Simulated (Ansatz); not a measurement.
Structure search: one Si candidate

These are results of DFT PBE, scalar-relativistic, plane waves, PAW in Ansatz, not measurements. Cutoff 420 eV, Gaussian smearing, Γ-centred meshes. Cell and atoms relax first on a coarse mesh and then on a finer one. In between, the cell is made exact in the group found at 0.06 Å. In metals the finer mesh still leaves noise of several meV/atom or more. The steps can't lower the symmetry of their start. No spin polarisation.

The guess for Si was made by a generator: random cell by space group and Wyckoff sites (Cmmm, No. 65). Its size is a rough estimate.

```xyz
2
Lattice="2.3140 -2.4396 0.0000 2.3140 2.4396 0.0000 0.0000 0.0000 3.6022" Properties=species:S:1:pos:R:3 pbc="T T T"
Si    3.4831    0.0000    0.0000
Si    1.1449    0.0000    0.0000
```

Energies count from the standard state of Si at the same level.

Task: Where does the relaxation end?

Result: The symmetry goes from Cmmm (No. 65) to Pm-3m (No. 221), and the primitive cell from 2 to 1 atom. The end has the simple cubic type. The volume per atom shrinks by 20.1 %, from 20.3 to 16.2 Å³. The shortest distance goes from 2.29 Å (Si–Si) to 2.53 Å (Si–Si). The energy falls by about 0.47 eV/atom (the start's value is from the coarse mesh). The end is written in a standard setting, so origin, axes and order of atoms can differ from the start's. Conventional cell: a = 2.532 Å. Si has 6 Si at 2.53 Å.

```cif
data_structure
_symmetry_space_group_name_H-M 'Pm-3m'
_symmetry_Int_Tables_number 221
_cell_length_a 2.5323
_cell_length_b 2.5323
_cell_length_c 2.5323
_cell_angle_alpha 90.000
_cell_angle_beta 90.000
_cell_angle_gamma 90.000
_cell_volume 16.24
loop_
_atom_site_label
_atom_site_type_symbol
_atom_site_symmetry_multiplicity
_atom_site_Wyckoff_symbol
_atom_site_fract_x
_atom_site_fract_y
_atom_site_fract_z
_atom_site_occupancy
Si1 Si 1 a 0.00000 0.00000 0.00000 1
```

Task: How does it come out in energy, and is it a metal?

Result:

| Item | Value |
| --- | --- |
| Energy over the standard state | +0.35 eV/atom |
| Gap on the 22×22×22 mesh of the 1-atom cell | 0 eV (a metal) |

It lies above the standard state, so it could only be metastable.

The last run used Gaussian smearing of 0.10 eV. A later test with randomly moved atoms led to a structure 61 meV/atom lower, so this end is a saddle point or a shallow minimum.
